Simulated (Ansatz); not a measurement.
**A computed series for LaAlO3: pressure series**

Start from LaAlO$_{3}$ (space group R-3c, No. 167).

```cif
data_Al2La2O6
_chemical_formula_sum 'La2 Al2 O6'
_space_group_name_H-M_alt 'P 1'
_space_group_IT_number 1
_cell_length_a 5.33552
_cell_length_b 5.33552
_cell_length_c 5.33552
_cell_angle_alpha 60.215
_cell_angle_beta 60.215
_cell_angle_gamma 60.215
loop_
_space_group_symop_operation_xyz
  'x, y, z'
loop_
_atom_site_label
_atom_site_type_symbol
_atom_site_fract_x
_atom_site_fract_y
_atom_site_fract_z
_atom_site_occupancy
La1 La 0.25000 0.25000 0.25000 1
La2 La 0.75000 0.75000 0.75000 1
Al1 Al 0.00000 0.00000 0.00000 1
Al2 Al 0.50000 0.50000 0.50000 1
O1 O 0.78580 0.71420 0.25000 1
O2 O 0.25000 0.78580 0.71420 1
O3 O 0.71420 0.25000 0.78580 1
O4 O 0.21420 0.28580 0.75000 1
O5 O 0.75000 0.21420 0.28580 1
O6 O 0.28580 0.75000 0.21420 1
```

Cell and atoms are relaxed at each pressure.

Method: PBEsol in Ansatz (plane waves to 420 eV, PAW, no SOC), earlier PAW set.

```tsv
pressure (GPa)	volume per atom (Å³/atom)
-2	10.906
-1	10.848
0	10.793
1.8	10.695
4.2	?
9	10.347
18	9.981
30	9.580
```

Q: Fit the third-order Birch–Murnaghan form P(V) = (3B₀/2)[(V₀/V)^(7/3) − (V₀/V)^(5/3)]·[1 + (3/4)(B₀′ − 4)((V₀/V)^(2/3) − 1)] (squares taken in P) to the rows shown and predict the withheld row.

A: Least squares on the printed values gives V₀ = 10.792 Å³/atom, B₀ = 195 GPa, B₀′ = 4.3; this predicts 10.572 Å³/atom, and the run gives 10.572 Å³/atom, in agreement.

Load acts through the strain it causes; cell and atoms are relaxed under it. No phonon test of stability was made. Competing high-pressure phases were not computed.

Ansatz is a program for electronic structure.
